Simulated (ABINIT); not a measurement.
Input of an ABINIT 10.8.3 (patched build) run:

File run.abi:

```
# Datasets: one volume each
ndtset 7
getwfk -1
scalecart1 3*0.9795861087
scalecart2 3*0.9864848297
scalecart3 3*0.9932883884
scalecart4 3*1.0000000000
scalecart5 3*1.0066227096
scalecart6 3*1.0131594038
scalecart7 3*1.0196128224

# Pseudopotentials
pp_dirpath "./"
pseudos "Se.GGA_PBE-JTH.xml, Zn.GGA_PBE-JTH.xml"

# Structure
acell 3*1.0 Angstrom
rprim
     0.0000000000     2.8338000000     2.8338000000
     2.8338000000     0.0000000000     2.8338000000
     2.8338000000     2.8338000000     0.0000000000
ntypat 2
znucl 34 30
natom 2
typat 1 2
xred
     0.7500000000     0.7500000000     0.7500000000
     0.0000000000     0.0000000000     0.0000000000

# Plane-wave basis
ecut 20.0
pawecutdg 40.0

# k points
kptopt 1
ngkpt 8 8 8
nshiftk 1
shiftk 0.0 0.0 0.0

# Exchange and correlation
ixc 14
vdw_xc 7

# Bands and occupations
nband 13
occopt 3
tsmear 0.05 eV

# SCF cycle
nstep 100
tolvrs 1.0e-9

# Output
iomode 3
prtwf 1
prtden 0
prteig 0
prtebands 0
```

Potentials or basis: JTH PAW PBE v2.0.

Run with:

```sh
$ abinit run.abi > log 2>&1
```

What does it give for the bulk modulus?

65 GPa.

What does it give for the equilibrium volume?

22.29 Å³/atom.

What does it give for the pressure derivative of the bulk modulus?

4.1.

Energy against volume, from the lowest point:
| volume (Å³/atom) | energy (meV/atom) |
| --- | --- |
| 21.391 | 7.89 |
| 21.846 | 1.85 |
| 22.301 | 0.00 |
| 22.757 | 1.96 |
| 23.212 | 7.23 |
| 23.667 | 15.66 |
| 24.122 | 26.79 |

Caveat: the cutoff is too short for stress, so the log's stress isn't used; pressures at fixed basis lie under the slope of the energies; the PAW data sets were made with another functional, which shifts forces and pressure a little.
